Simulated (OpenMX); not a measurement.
# C (R-3m) in OpenMX: notebook, part 2 of 2

OpenMX 3.8.5. The steps go on from the part before.

## 7. Summary

| potentials or basis | cell | pressure (GPa) | largest force (eV/Å) |
| --- | --- | --- | --- |
| OpenMX 2013 LDA set, C5.0-s2p2d1, grid cutoff 300 Ry | as given | -0.1 | 0.20 |
| OpenMX 2013 LDA set, C5.0-s2p2d1, fixed grid of 21 × 21 × 21 points | strain xx of 0.01 (engineering), atoms clamped | -3.3 | 0.23 |
| OpenMX 2013 LDA set, C5.0-s2p2d1, fixed grid of 21 × 21 × 21 points | strain xx of -0.01 (engineering), atoms clamped | 3.3 | 0.23 |
| OpenMX 2013 LDA set, C5.0-s2p2d1, fixed grid of 21 × 21 × 21 points | strain yy of 0.01 (engineering), atoms clamped | -3.3 | 0.22 |
| OpenMX 2013 LDA set, C5.0-s2p2d1, fixed grid of 21 × 21 × 21 points | strain yy of -0.01 (engineering), atoms clamped | 3.3 | 0.24 |

Alike in all rows: task single point; level LDA; no spin polarisation; k mesh 12 × 12 × 12, shifted; smearing fermi-dirac 0.05 eV; other keys scf.Init.Mixing.Weight = 0.1; scf.Max.Mixing.Weight = 0.1; ….

Caveats: the basis of atomic orbitals isn't converged, which shifts pressures, moduli and gaps.

Absolute energies hang on the potentials; compare differences alone.
